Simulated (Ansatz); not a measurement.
NaCl: response to strain

Base system: NaCl in the rock salt structure (space group Fm-3m, No. 225; a = 5.6077 Å). Axes: x, y, z lie along the cube axes.

Strains are applied to the cell and any free atomic positions relax; under biaxial strain the out-of-plane vector relaxes too; under stress the whole cell relaxes.

Calculations: plane-wave PAW DFT at the r2SCAN level (Ansatz, an electronic-structure program, 500 eV), spin-orbit coupling left out.

Notes on the quantities. energy relative to the base: free energy F; pressure: mean of the normal stresses, compression positive.

```csv
change,energy relative to the base,band gap,volume per atom,pressure
base,0 meV/atom,5.97 eV,22.04 Å³,0.00 GPa
"biaxial strain −4.78 %, plane normal [001], relaxed out of plane",+26 meV/atom,6.30 eV,20.39 Å³,2.98 GPa
"biaxial strain −2.54 %, plane normal [001], relaxed out of plane",+6.6 meV/atom,6.14 eV,21.16 Å³,1.35 GPa
"biaxial strain +0.52 %, plane normal [001], relaxed out of plane",+0.2 meV/atom,5.93 eV,22.23 Å³,-0.22 GPa
"biaxial strain +0.99 %, plane normal [001], relaxed out of plane",+0.9 meV/atom,5.90 eV,22.40 Å³,-0.41 GPa
"biaxial strain −1.69 %, plane normal [111], relaxed out of plane",+2.0 meV/atom,6.01 eV,21.59 Å³,0.59 GPa
isotropic strain +1.82 %,+5.3 meV/atom,5.75 eV,23.27 Å³,-1.31 GPa
tensor shear ε_xy = −2.47 %,+2.3 meV/atom,5.86 eV,22.03 Å³,0.01 GPa
"uniaxial stress, 0.5 GPa compression along z",+0.3 meV/atom,5.99 eV,21.92 Å³,–
"uniaxial stress, 2 GPa compression along z",+3.9 meV/atom,6.04 eV,21.61 Å³,–
```

Stability under load was not tested beyond the relaxation.
